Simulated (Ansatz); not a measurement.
BeO (wurtzite)

```
BeO
1.0
    2.71181     0.00000     0.00000
   -1.35591     2.34850     0.00000
    0.00000     0.00000     4.40456
Be O
2 2
Cartesian
  1.35591   0.78283   0.00656
  0.00000   1.56567   2.20884
  1.35591   0.78283   2.74717
  0.00000   1.56567   0.54489
```

Equation-of-state scan: isotropic scaling of the cell above, V₀ being its volume. The atoms relax within the cell's symmetry.

Calculation: PBE (plane waves to 420 eV, PAW, scalar-relativistic; Ansatz, a program for electronic structure). k mesh 14×14×8 (Γ-centred), Fermi-Dirac smearing 0.05 eV. The energy includes the smearing's −TS. Compression counts positive. With the shape held, the modulus is that of even scaling; a crystal free to change shape is softer. BeO was relaxed with its symmetry unable to fall. The zero of ΔE is the relaxed starting cell.

```json
[
 {"V (Å³/atom)": "5.891", "ΔE (meV/atom)": "153.9"},
 {"V (Å³/atom)": "6.115", "ΔE (meV/atom)": "92.9"},
 {"V (Å³/atom)": "6.340", "ΔE (meV/atom)": "49.4"},
 {"V (Å³/atom)": "6.564", "ΔE (meV/atom)": "20.8"},
 {"V (Å³/atom)": "6.788", "ΔE (meV/atom)": "4.9"},
 {"V (Å³/atom)": "7.013", "ΔE (meV/atom)": "0.0"},
 {"V (Å³/atom)": "7.237", "ΔE (meV/atom)": "4.5"},
 {"V (Å³/atom)": "7.462", "ΔE (meV/atom)": "withheld"},
 {"V (Å³/atom)": "7.686", "ΔE (meV/atom)": "36.5"},
 {"V (Å³/atom)": "7.910", "ΔE (meV/atom)": "62.0"},
 {"V (Å³/atom)": "8.135", "ΔE (meV/atom)": "92.6"}
]
```

Fit a third-order Birch-Murnaghan form (E₀, V₀, B₀, B₀′ free) to the given rows and predict ΔE at V = 7.462.

Least squares on the 10 given rows: ΔE = E₀ + (9V₀B₀/16)·y²·[2 + (B₀′ − 4)y], y = (V₀/V)^(2/3) − 1, with V₀ = 7.012 Å³/atom, B₀ = 209.2 GPa (160.2 GPa = 1 eV/Å³; the term in eV is multiplied by 1000), B₀′ = 3.75, E₀ = 0.01 meV/atom; root-mean-square residual 0.06 meV/atom. At 7.462 the fit gives 17.1 meV/atom; the calculation gives 17.0 meV/atom, so the interpolation is off by 0.1 (+0.6 %). For the pressure the fit gives -11.6 GPa against the computed -11.6 GPa.

(Under strain, the slope of the energy per volume gives the stress and its curvature an elastic modulus.)
